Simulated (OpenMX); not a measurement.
## ZrO in OpenMX: the effect of biaxial strain

Crystal: ZrO.

```xyz
2
Lattice="1.7536 -2.8021 0.0000 1.7536 2.8021 0.0000 0.0000 0.0000 2.6199" Properties=species:S:1:pos:R:3 pbc="T T T"
Zr    0.0000    0.0000    0.0000
O     1.7536    0.0000    0.0000
```

The cell was built by a generator and needn't be a form met in nature.

Alike in all runs:

- Program: OpenMX 3.8.5
- Task: band structure
- Functional: PBE
- Potentials or basis: OpenMX 2013 PBE set, Zr7.0-s3p2d2, O6.0-s2p2d1, grid cutoff 400 Ry
- k mesh: 7 × 7 × 7
- Occupations: fermi-dirac, width 0.05 eV
- Spin: no spin polarisation

| biaxial strain | pressure (GPa) |
| --- | --- |
| -4 % | 115.8 |
| -2 % | 92.7 |
| 0 % | 73.4 |
| 2 % | 57.1 |
| 4 % | ? |

Task: What does the run with biaxial strain 4 % give?

Result: Pressure 43.6 GPa.

Worked out: A parabola through the other rows of the pressure, of slope -5.52 GPa per % there, extrapolates to 44.4 GPa, against the run's 43.6.

Caveats: the basis of atomic orbitals isn't converged, which shifts pressures, moduli and gaps; the cell as given lies far from equilibrium (some runs).
